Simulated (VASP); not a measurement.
# CuO (F-43m) in VASP: notebook

One crystal, CuO, is run at these levels: PBE, r2SCAN, TPSS; tasks: atomic charges, electron localisation function, relaxation of cell and atoms.

All numbers are computed with VASP 6.6.1; they aren't measurements. Logs are shortened: lines on timing, memory, paths and dates and some standing lists are left out, and cuts for length are marked.

### 1 The crystal as given

The structure is cubic, space group F-43m (No. 216). Conventional cell: a = 4.655 Å, b = 4.655 Å, c = 4.655 Å, α = 90.00°, β = 90.00°, γ = 90.00°. Cu (site symmetry -43m) is surrounded by 4 O at 2.02 Å. O (site symmetry -43m) is surrounded by 4 Cu at 2.02 Å.

Measurements of this composition are mostly on another form, of space group No. 15.

### 2 Atomic charges, PBE

Contents of INCAR:

```
SYSTEM = CuO
PREC = Accurate
ENCUT = 520
EDIFF = 1E-7
ISMEAR = 0
SIGMA = 0.02
LREAL = .FALSE.
LASPH = .TRUE.
NELM = 100
ALGO = Fast
ISIF = 2
LWAVE = .FALSE.
LCHARG = .FALSE.
GGA = PE
LORBIT = 11
```

Contents of KPOINTS:

```
regular mesh
0
G
  10 10 10
  0 0 0
```

Contents of POSCAR:

```
CuO
1.0
    0.0000000000      2.3272527300      2.3272527300
    2.3272527300      0.0000000000      2.3272527300
    2.3272527300      2.3272527300      0.0000000000
Cu O
1 1
Direct
    0.0000000000      0.0000000000      0.0000000000
    0.2500000000      0.2500000000      0.2500000000
```

Potentials or basis: VASP PAW PBE potentials, release 64 (Cu, O).

The run is started by

```bash
> cat potpaw_PBE.64/Cu/POTCAR potpaw_PBE.64/O/POTCAR > POTCAR
> mpirun -np 1 vasp_std > vasp.out
```

OUTCAR:

```text
SYSTEM = CuO
   PREC = Accurate
   ENCUT = 520
   EDIFF = 1E-7
   ISMEAR = 0
   LREAL = .FALSE.
   LASPH = .TRUE.
   NELM = 100
   ISIF = 2
   GGA = PE
   LORBIT = 11

 ion  position               nearest neighbor table
   1  0.000  0.000  0.000-   2 2.02   2 2.02   2 2.02   2 2.02
   2  0.250  0.250  0.250-   1 2.02   1 2.02   1 2.02   1 2.02

  LATTYP: Found a face centered cubic cell.
 ALAT       =     4.6545054600

  Lattice vectors:

 A1 = (   0.0000000000,   2.3272527300,   2.3272527300)
 A2 = (   2.3272527300,   0.0000000000,   2.3272527300)
 A3 = (   2.3272527300,   2.3272527300,   0.0000000000)

Analysis of symmetry for initial positions (statically):
=====================================================================
 Subroutine PRICEL returns:
 Original cell was already a primitive cell.

 Routine SETGRP: Setting up the symmetry group for a
 face centered cubic supercell.

 Subroutine GETGRP returns: Found 24 space group operations
 (whereof 24 operations were pure point group operations)
 out of a pool of 48 trial point group operations.

The static configuration has the point symmetry T_d .

Analysis of symmetry for dynamics (positions and initial velocities):
=====================================================================
 Subroutine PRICEL returns:
 Original cell was already a primitive cell.

 Routine SETGRP: Setting up the symmetry group for a
 face centered cubic supercell.

 Subroutine GETGRP returns: Found 24 space group operations
 (whereof 24 operations were pure point group operations)
 out of a pool of 48 trial point group operations.

The dynamic configuration has the point symmetry T_d .

 Subroutine INISYM returns: Found 24 space group operations
 (whereof 24 operations are pure point group operations),
 and found     1 'primitive' translations

----------------------------------------------------------------------------------------

                                     Primitive cell

  volume of cell :      25.2093

  direct lattice vectors                    reciprocal lattice vectors
     0.000000000  2.327252730  2.327252730    -0.214845596  0.214845596  0.214845596
     2.327252730  0.000000000  2.327252730     0.214845596 -0.214845596  0.214845596
     2.327252730  2.327252730  0.000000000     0.214845596  0.214845596 -0.214845596

  length of vectors
     3.291232374  3.291232374  3.291232374     0.372123488  0.372123488  0.372123488

  position of ions in fractional coordinates (direct lattice)
     0.000000000  0.000000000  0.000000000
     0.250000000  0.250000000  0.250000000
[... 96 lines left out ...]
     AMIX     =   0.40;   BMIX     =  1.00
     AMIX_MAG =   1.60;   BMIX_MAG =  1.00
  volume/ion in A,a.u.               =      12.60        85.06
  Fermi-wavevector in a.u.,A,eV,Ry     =   1.435614  2.712916 28.041426  2.060987
  Thomas-Fermi vector in A             =   2.554893
   LORBIT       =     11    0 simple, 1 ext, 2 COOP (PROOUT), +10 PAW based schemes
   GGA     = PE    functional components
   LHFCALC =     F    Hartree Fock is set to
   AEXX    =    0.0000 exact exchange contribution
   IVDW    =     0    specifies the selected vdW correction
   LEPSILON=     F    determine dielectric tensor
   LRPA    =     F    only Hartree local field effects (RPA)
 non-spin polarized calculation
 RMM-DIIS sequential band-by-band and
 Gauss-broadening in eV      SIGMA  =   0.02
  energy-cutoff  :      520.00
  volume of cell :       25.21
 maximum number of plane-waves:       700
   NGX = 13   NGY = 13   NGZ = 13

 number of electron      16.9999985 magnetization

 Free energy of the ion-electron system (eV)
  ---------------------------------------------------
  ext. energy  EPLUGINS =         0.00000000
  ---------------------------------------------------
  free energy    TOTEN  =        -9.49612600 eV

  energy without entropy =       -9.49521693  energy(sigma->0) =       -9.49567147

 E-fermi :   3.0487     XC(G=0): -10.5759

 val. band max:        3.0480618277   @ k =   0.3000   0.2000   0.1000
 cond. band min:       3.0596641913   @ k =   0.5000   0.0000   0.0000
 fundamental gap:      0.0116023636
 Fermi energy:         3.0486653208

 k-point     1 :       0.0000    0.0000    0.0000
  band No.  band energies     occupation
      1     -15.2067      2.00000
      2      -1.2920      2.00000
      3      -1.2920      2.00000
      4      -1.2920      2.00000
      5       1.2348      2.00000
      6       1.2348      2.00000
      7       3.7811      0.00000
      8       3.7811      0.00000
      9       3.7811      0.00000
     10       3.9611      0.00000
     11      16.9176      0.00000
     12      16.9176      0.00000
[... 331 lines left out ...]
 k-point    24 :       0.4000    0.3000    0.0000
  band No.  band energies     occupation
      1     -14.6450      2.00000
      2      -2.2446      2.00000
      3      -0.8957      2.00000
      4      -0.8516      2.00000
      5       1.0060      2.00000
      6       1.3829      2.00000
      7       2.0524      2.00000
      8       2.4996      2.00000
      9       2.5454      2.00000
     10       8.2408      0.00000
     11      12.8851      0.00000
     12      14.6960      0.00000

 [... further k-points ...]

------------------------ aborting loop because EDIFF is reached ----------------------------------------

  FORCE on cell =-STRESS in cart. coord.  units (eV):
  Direction    XX          YY          ZZ          XY          YZ          ZX
  --------------------------------------------------------------------------------------
  -------------------------------------------------------------------------------------
  Total       -1.4446909     -1.4446909     -1.4446909     -0.0000000      0.0000000     -0.0000000
  in kB      -91.8173791    -91.8173791    -91.8173791     -0.0000000      0.0000000     -0.0000000
  external PRESSURE =     -91.8173791 kB  Pullay stress =       0.0000000 kB

 VOLUME and BASIS-vectors are now :
 -----------------------------------------------------------------------------
  energy-cutoff  :      520.00
  volume of cell :       25.21
      direct lattice vectors                 reciprocal lattice vectors
     0.000000000  2.327252730  2.327252730    -0.214845596  0.214845596  0.214845596
     2.327252730  0.000000000  2.327252730     0.214845596 -0.214845596  0.214845596
     2.327252730  2.327252730  0.000000000     0.214845596  0.214845596 -0.214845596

 POSITION                                       TOTAL-FORCE (eV/Angst)
 -----------------------------------------------------------------------------------
      0.00000      0.00000      0.00000         0.000000     -0.000000     -0.000000
      1.16363      1.16363      1.16363        -0.000000      0.000000      0.000000
 -----------------------------------------------------------------------------------
    total drift:                               -0.000000     -0.000000     -0.000001

  FREE ENERGIE OF THE ION-ELECTRON SYSTEM (eV)
  ---------------------------------------------------
  free  energy   TOTEN  =        -9.4961259976 eV

  energy  without entropy=       -9.4952169337  energy(sigma->0) =       -9.49567147

 total charge

# of ion       s       p       d       tot
------------------------------------------
    1        0.329   0.339   9.106   9.773
    2        1.564   3.338   0.000   4.902
--------------------------------------------------
tot          1.893   3.676   9.106  14.675
```

Wall time 16 s (1 thread of Intel Xeon Platinum 8259CL at 2.50GHz (Skylake/Cascade Lake), shared host); peak memory 0.14 GiB.

Results:

| Item | Value |
| --- | --- |
| Free energy | -9.4961 eV |
| Pressure | -9.2 GPa |
| Band gap on the k mesh | none (metal or under the smearing width) |
| Valence electrons inside the program's atomic spheres | Cu 9.77; O 4.90 |

Caveat: an odd number of electrons without spin polarisation forces a metal; a magnetic or distorted state may lie lower; the run has no spin polarisation, though such a crystal can be magnetic; semilocal functionals often make such compounds metallic where correlation or magnetic order opens a gap, which also shifts bond lengths.

### 3 Electron localisation function, PBE

Contents of INCAR:

```
SYSTEM = CuO
PREC = Accurate ; ENCUT = 520
EDIFF = 1E-6 ; ISMEAR = 0
SIGMA = 0.02 ; LREAL = .False.
LASPH = .True. ; NELM = 80
ALGO = Normal ; ISIF = 2
LWAVE = .False. ; LCHARG = .True.
GGA = PE ; LELF = .True.
```

Contents of KPOINTS:

```
regular mesh
0
Gamma
  10 10 10
  0 0 0
```

POSCAR is that of step 2.

Potentials or basis: VASP PAW PBE potentials, release 64 (Cu, O).

The run is started by

```bash
> cat potpaw_PBE.64/Cu/POTCAR potpaw_PBE.64/O/POTCAR > POTCAR
> mpirun -np 1 vasp_std > vasp.out
```

Wall time 17 s (1 thread of Intel Xeon Platinum 8259CL at 2.50GHz (Skylake/Cascade Lake), shared host); peak memory 0.14 GiB.

It converged, with:

* Free energy: -9.4961 eV
* Pressure: -9.2 GPa
* Band gap on the k mesh: none (metal or under the smearing width)

Levels at points of the mesh, in eV from the Fermi level:
```
           k point  band 7  band 8  band 9  band 10  band 11  band 12
(0.00, 0.00, 0.00)    0.73    0.73    0.73     0.91    13.87    13.87
(0.50, 0.00, 0.00)   -1.64    0.01    0.01     5.84     7.65    13.53
(0.50, 0.50, 0.00)   -1.26   -1.00   -1.00     5.80     9.23    11.38
```

Caveat: an odd number of electrons without spin polarisation forces a metal; a magnetic or distorted state may lie lower; the run has no spin polarisation, though such a crystal can be magnetic; semilocal functionals often make such compounds metallic where correlation or magnetic order opens a gap, which also shifts bond lengths. With open d or f shells a metallic result of PBE can be an artefact of self-interaction; +U or a hybrid may open a gap.

### 4 Relaxation of cell and atoms, r2SCAN

Contents of INCAR:

```
  PREC = Accurate
  ENCUT = 600
  EDIFF = 1E-6
  ISMEAR = 0
  SIGMA = 0.05
  LREAL = False
  LASPH = True
  NELM = 100
  ALGO = Normal
  ISIF = 3
  LWAVE = False
  LCHARG = False
  METAGGA = R2SCAN
  LMIXTAU = True
  IBRION = 2
  NSW = 40
  EDIFFG = -0.01
```

Contents of KPOINTS:

```
regular mesh
0
Gamma
  10 10 10
```

POSCAR is that of step 3.

The run is started by

```bash
> cat potpaw_PBE.64/Cu/POTCAR potpaw_PBE.64/O/POTCAR > POTCAR
> mpirun -np 1 vasp_std > vasp.out
```

Wall time 2.4 min (1 thread of Intel Xeon Platinum 8488C (Sapphire Rapids), shared host); peak memory 0.18 GiB.

It converged, with:

* Free energy: -17.8838 eV
* Relaxed volume: 11.15 Å³/atom
* Relaxed cell: a = 3.159 Å, b = 3.159 Å, c = 3.159 Å, α = 60.00°, β = 60.00°, γ = 60.00°
* Space group after relaxing (to 0.05 Å): F-43m (No. 216)
* Energy gained by relaxing: 74.2 meV/atom
* Ionic steps: 3
* Pressure after relaxing: -0.1 GPa
* Band gap on the k mesh: none (metal or under the smearing width)

The path:
| step | energy change (eV) | largest force (eV/Å) | pressure (GPa) | volume (Å³) |
| --- | --- | --- | --- | --- |
| 1 | 0.0000 | 0.0000 | -14.56 | 25.21 |
| 2 | -0.1219 | 0.0000 | 8.46 | 21.26 |
| 3 | -0.1484 | 0.0000 | -0.08 | 22.30 |

Final structure:
```xyz
2
Lattice="0.0000 2.2341 2.2341 2.2341 0.0000 2.2341 2.2341 2.2341 0.0000" Properties=species:S:1:pos:R:3 pbc="T T T"
Cu    0.0000    0.0000    0.0000
O     1.1170    1.1170    1.1170
```

Levels at points of the mesh, in eV from the Fermi level:
| k point | band 7 | band 8 | band 9 | band 10 | band 11 | band 12 |
| --- | --- | --- | --- | --- | --- | --- |
| (0.00, 0.00, 0.00) | 0.87 | 0.87 | 0.87 | 1.40 | 15.39 | 15.39 |
| (0.50, 0.00, 0.00) | -1.89 | -0.01 | -0.01 | 6.84 | 8.61 | 14.87 |
| (0.50, 0.50, 0.00) | -1.50 | -1.20 | -1.20 | 6.32 | 11.12 | 12.11 |

Caveat: the PAW data sets were made with another functional, which shifts forces and pressure a little; an odd number of electrons without spin polarisation forces a metal; a magnetic or distorted state may lie lower; the run has no spin polarisation, though such a crystal can be magnetic; semilocal functionals often make such compounds metallic where correlation or magnetic order opens a gap, which also shifts bond lengths. With open d or f shells a metallic result of r2SCAN can be an artefact of self-interaction; +U or a hybrid may open a gap.

### 5 Relaxation of cell and atoms, TPSS

Contents of INCAR:

```
PREC = Accurate
ENCUT = 600
EDIFF = 1E-6
ISMEAR = 0
SIGMA = 0.05
LREAL = False
LASPH = True
NELM = 100
ALGO = Normal
ISIF = 3
LWAVE = False
LCHARG = False
METAGGA = TPSS
LMIXTAU = True
IBRION = 2
NSW = 40
EDIFFG = -0.01
```

KPOINTS is that of step 4.

POSCAR is that of step 4.

The run is started by

```bash
> cat potpaw_PBE.64/Cu/POTCAR potpaw_PBE.64/O/POTCAR > POTCAR
> mpirun -np 1 vasp_std > vasp.out
```

It took 2.5 min on 1 thread of Intel Xeon Platinum 8488C (Sapphire Rapids), shared host; peak memory 0.18 GiB.

It converged, with:

| Quantity | Value |
| --- | --- |
| Free energy | -19.5325 eV |
| Relaxed volume | 11.48 Å³/atom |
| Relaxed cell | a = 3.191 Å, b = 3.191 Å, c = 3.191 Å, α = 60.00°, β = 60.00°, γ = 60.00° |
| Space group after relaxing (to 0.05 Å) | F-43m (No. 216) |
| Energy gained by relaxing | 41.3 meV/atom |
| Ionic steps | 3 |
| Pressure after relaxing | 0.0 GPa |
| Band gap on the k mesh | none (metal or under the smearing width) |

The path:
```tsv
step	energy change (eV)	largest force (eV/Å)	pressure (GPa)	volume (Å³)
1	0.0000	0.0000	-10.91	25.21
2	-0.0708	0.0000	5.21	22.21
3	-0.0826	0.0000	-0.04	22.97
```

Final structure:
```
Cu O
1.0
     0.00000    2.25610    2.25610
     2.25610    0.00000    2.25610
     2.25610    2.25610    0.00000
Cu O
1 1
Direct
  0.00000 0.00000 0.00000
  0.25000 0.25000 0.25000
```

Levels at points of the mesh, in eV from the Fermi level:
| k point | band 5 | band 6 | band 7 | band 8 | band 9 | band 10 | band 11 | band 12 |
| --- | --- | --- | --- | --- | --- | --- | --- | --- |
| (0.00, 0.00, 0.00) | -2.07 | -2.07 | 0.83 | 0.83 | 0.83 | 0.92 | 14.71 | 14.71 |
| (0.50, 0.00, 0.00) | -1.94 | -1.94 | -1.80 | 0.00 | 0.00 | 6.26 | 7.96 | 14.22 |
| (0.50, 0.50, 0.00) | -2.30 | -1.84 | -1.41 | -1.13 | -1.13 | 5.83 | 10.32 | 11.53 |

Caveat: the PAW data sets were made with another functional, which shifts forces and pressure a little; an odd number of electrons without spin polarisation forces a metal; a magnetic or distorted state may lie lower; the run has no spin polarisation, though such a crystal can be magnetic; semilocal functionals often make such compounds metallic where correlation or magnetic order opens a gap, which also shifts bond lengths.

### 6 The reference run

An earlier run on the cell as given: functional PBE; potentials or basis VASP PAW PBE potentials, release 64 (Cu, O); cutoff 520 eV; k mesh 10 × 10 × 10; occupations fermi-dirac, width 0.05 eV; no spin polarisation.

* Pressure: -9.1 GPa
* Band gap on the k mesh: none (metal or under the smearing width)

### 7 Overview

```tsv
task	level	cell	cutoff (eV)	smearing	gap on the mesh (eV)	pressure (GPa)	relaxed volume (Å³/atom)
atomic charges	PBE	as given	520	gaussian 0.02 eV	none	-9.2	-
electron localisation function	PBE	as given	520	gaussian 0.02 eV	none	-9.2	-
relaxation of cell and atoms	r2SCAN	relaxed	600	gaussian 0.05 eV	none	-0.1	11.15
relaxation of cell and atoms	TPSS	relaxed	600	gaussian 0.05 eV	none	0.0	11.48
single point	PBE	as given	520	fermi-dirac 0.05 eV	none	-9.1	-
```

Alike in all rows: potentials or basis VASP PAW PBE potentials, release 64 (Cu, O); no spin polarisation; k mesh 10 × 10 × 10.

Every run on the cell as given and a fine mesh finds a metal.

Caveats: an odd number of electrons without spin polarisation forces a metal; a magnetic or distorted state may lie lower; the run has no spin polarisation, though such a crystal can be magnetic; semilocal functionals often make such compounds metallic where correlation or magnetic order opens a gap, which also shifts bond lengths; the PAW data sets were made with another functional, which shifts forces and pressure a little (some runs).

Absolute energies hang on the potentials; compare differences alone.
